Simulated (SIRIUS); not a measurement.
**NaI under changes of volume**

One of the cells (33.899 Å³/atom); the others are scaled copies at fixed shape and fractional positions:

```
CELL_PARAMETERS angstrom
0.00000 3.23640 3.23640
3.23640 0.00000 3.23640
3.23640 3.23640 0.00000
ATOMIC_POSITIONS crystal
I 0.50000 0.50000 0.50000
Na 0.00000 0.00000 0.00000
```

```yaml
Program: SIRIUS 7.12.0
Functional: BLYP
Potentials_or_basis: all-electron FP-LAPW
Cutoff: 158 eV
Basis: apw+lo standard
k_mesh: 7 × 7 × 7
Occupations: fermi-dirac, width 0.05 eV
Spin: no spin polarisation
```

```tsv
volume (Å³/atom)	energy over the lowest point (meV/atom)	gap on the mesh (eV)
31.865	36.93	3.91
32.543	26.15	3.84
33.221	17.78	3.78
33.899	?	?
34.577	5.83	3.66
35.255	2.33	3.61
35.933	0.00	3.56
```

Task: What does the run at 33.899 Å³/atom give?

Result: Energy over the lowest point 11.03 meV/atom; gap on the mesh 3.72 eV.

Worked out: A Birch-Murnaghan fit of order 3 (a polynomial in V^(-2/3)) to the other rows has no minimum within the range. It gives 10.96 meV/atom at 33.899 Å³/atom, against the run's 11.03. A straight line through the other rows of the gap, of slope -2.91 eV per unit of ln V (its deformation potential), gives 3.72 eV, against the run's 3.72.

Energies are extrapolated to zero smearing.

Caveats: spin-orbit coupling is left out, which moves the levels of the heavy elements.
